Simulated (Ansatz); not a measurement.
## Where the states of V lie

Space group Fd-3m:1 (No. 227). a = 5.467 Å, b = 5.467 Å, c = 5.467 Å, α = 90.00°, β = 90.00°, γ = 90.00°
```csv
atom,site,symmetry,x,y,z
V,8b,-43m,0.0000,0.0000,0.5000
```

The runs use the primitive cell with vectors (0.000, 2.733, 2.733), (2.733, 0.000, 2.733), (2.733, 2.733, 0.000) Å, to which the k mesh refers.

The structure comes from a relaxation in the same program, started in the diamond type, and has space group Fd-3m. Whether it is a known phase or the ground state wasn't checked.

Other magnetic orders may lie lower; this is the state that the run reached.

Level of theory: DFT, PBE, all-electron LAPW, scalar-relativistic (Ansatz 0.2.0).

Settings: a Γ-centred 10×10×10 k mesh, Fermi–Dirac smearing of 0.08 eV, basis error target 1 meV/atom, spin-polarised from start moments V1 1.5, V2 1.5 μB, ending with a cell moment of 3.74 μB.

(1) Which of the resolved shells contributes most within 0.3 eV of the Fermi level?

(2) Where is the centre of the filled V 3d states between -14 eV and the top of the filled states?

(3) Tabulate the density of states.

Answers

(1) V 3d, with 84 % of all states there; V 4s follows with 12 %.

(2) -1.29 eV from the Fermi level.

(3) States per eV and cell, averaged over 0.4 eV, from -5.4 to 1.2 eV, with energies (bin centres) from the Fermi level; empty bins are left out. The partial columns, the largest 3 alone, are projections on Löwdin-orthogonalised atomic shells (those that the program's projection atoms carry: the occupied ones and, for some elements, an empty d or f shell; other empty shells have no column), summed over atoms of an element and both spins. Weights on diffuse s and p shells depend on that basis and aren't pure angular character.
```csv
E (eV),spin-up,spin-down,V 3d,V 4s,V 3p
-5.3,0.04,0.00,0.00,0.03,0.00
-4.9,0.09,0.00,0.00,0.08,0.00
-4.5,0.13,0.04,0.00,0.16,0.00
-4.1,0.17,0.09,0.01,0.24,0.00
-3.7,0.22,0.13,0.03,0.31,0.00
-3.3,0.29,0.17,0.07,0.37,0.00
-2.9,0.59,0.21,0.29,0.47,0.01
-2.5,2.21,0.27,1.99,0.43,0.01
-2.1,1.23,0.41,1.28,0.32,0.01
-1.7,2.63,1.33,3.24,0.60,0.01
-1.3,3.82,1.34,4.75,0.32,0.01
-0.9,2.49,0.94,3.10,0.25,0.01
-0.5,2.33,1.23,3.05,0.34,0.01
-0.1,1.19,2.23,2.84,0.43,0.01
0.3,0.54,2.62,2.94,0.18,0.01
0.7,1.71,3.60,4.86,0.33,0.02
1.1,1.15,2.48,3.18,0.25,0.01
```
